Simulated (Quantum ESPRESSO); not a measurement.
Runs of Quantum ESPRESSO 7.5 on PtS2. It takes space group P-3m1 (No. 164, trigonal). The conventional cell has a = 3.543 Å, b = 3.543 Å, c = 5.039 Å, α = 90.00°, β = 90.00°, γ = 120.00°. Around Pt (site symmetry -3m) lie 6 S at 2.34 Å. S (site symmetry 3m) is surrounded by 3 Pt at 2.34 Å. 

```csv
level,U,mixing beta,gap on the mesh (eV),pressure (GPa),largest force (eV/Å)
PBEsol,-,0.5,0.95,6.0,0.94
PBEsol+U,Pt d U = 8 eV,0.3,(b),7.0,1.09
PBEsol+U,Pt d U = 6 eV,0.3,0.83,6.7,(a)
PBEsol+U,Pt d U = 2 eV,0.3,0.95,6.2,0.98
PBEsol+U,Pt d U = 1 eV,0.3,0.95,6.1,0.96
PBEsol+U,Pt d U = 5 eV,0.3,0.86,6.6,1.04
PBEsol+U,Pt d U = 3 eV,0.3,0.92,6.3,1.00
PBEsol+U,Pt d U = 4 eV,0.3,0.89,6.4,1.02
```

Alike in all rows: task single point; potentials or basis GBRV 1.5 PBEsol; no spin polarisation; cell as given; k mesh 9 × 9 × 5; cutoff (eV) 612; smearing fermi-dirac 0.05 eV.

**Question.** Estimate the missing entries.

**Answer.** (a) 1.05; (b) 0.76.

Caveats: spin-orbit coupling is left out, which moves the levels of the heavy elements; an odd mesh through Γ misses points on the zone boundary, where band edges often lie; forces of over 1 eV/Å show positions far from the minimum, so gaps and moduli don't describe the material at rest (some runs).

A k mesh can miss the band edges, and the runs leave out spin-orbit coupling on Pt.
